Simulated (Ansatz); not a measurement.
# SrCl2: the cell at several levels of theory

Aim: relax SrCl2 in the 3R-MoS2 structure with PBE-D3(BJ), r2SCAN+rVV10 and PBE-D4 and see how far the functionals disagree on the cell. This is a trial cell built on a prototype, not taken from a measured structure, and it needn't be the compound's ground state.

Code: Ansatz 0.2.0. PAW datasets, plane waves, zero pressure. All values are calculated for a non-magnetic cell, which may be hypothetical.

## Step 1: The structure to begin with

The symmetry is R3m (No. 160, trigonal); a = 3.766 Å, c = 19.751 Å in the conventional setting, 26.95 Å³ an atom. Around Sr lie 6 Cl at 2.85 Å; around Cl lie 3 Sr at 2.85 Å.

Structure file:

```cif
data_structure
_symmetry_space_group_name_H-M 'P 1'
_symmetry_Int_Tables_number 1
_cell_length_a 6.9334
_cell_length_b 6.9334
_cell_length_c 6.9334
_cell_angle_alpha 31.514
_cell_angle_beta 31.514
_cell_angle_gamma 31.514
_cell_volume 80.85
loop_
_atom_site_label
_atom_site_type_symbol
_atom_site_fract_x
_atom_site_fract_y
_atom_site_fract_z
_atom_site_occupancy
Sr1 Sr 0.00000 0.00000 0.00000 1
Cl1 Cl 0.42641 0.42641 0.42641 1
Cl2 Cl 0.24026 0.24026 0.24026 1
```

## Step 2: PBE-D3(BJ): cell and atoms

input.yaml reads:

```yaml
crystal:
  lattice:
    - [1.882823895, 1.0870488826, 6.58369548]
    - [-1.882823895, 1.0870488826, 6.58369548]
    - [0.0, -2.1740977652, 6.58369548]
  atoms:
    - { symbol: Sr, position: [0.0, 0.0, 0.0] }
    - { symbol: Cl, position: [0.4264091115, 0.4264091115, 0.4264091115] }
    - { symbol: Cl, position: [0.2402575552, 0.2402575552, 0.2402575552] }
kpoints:
  mp_grid: { grid: [8, 8, 8] }
hamiltonian:
  xc: pbe
  dispersion: d3bj
scf:
  occupations: { method: fermi_dirac, width: 0.02 }
relax:
  f_tol: 0.005
  cell: {}
```

The run is started by

```
$ ansatz run input.yaml --threads 2 --pin off --max-ram 2211MiB --backend cpu --events-out ev --progress --plain --runs-dir out
```

After this run come: r2SCAN+rVV10: cell and atoms; Relaxation with PBE-D4.

Q: Predict the outcome of this session. Wanted: for each run, a; c; volume; space group; SCF geometries.

The runs gave:

```
       level  a (Å)   c (Å)  volume (Å³/atom)  space group  SCF geometries
  PBE-D3(BJ)  4.176  18.413            30.897          R3m               7
r2SCAN+rVV10  4.171  18.405            30.818          R3m               4
      PBE-D4  4.199  18.493            31.378          R3m              24
```

The first relaxation changed the volume by +14.6 % from the start. r2SCAN+rVV10 gives the smallest cell and PBE-D4 the largest; they differ by 1.8 % in volume, a mean of 0.6 % in length. The meshes differ: PBE-D3(BJ) 8×8×8, r2SCAN+rVV10 6×6×6, PBE-D4 6×6×6.
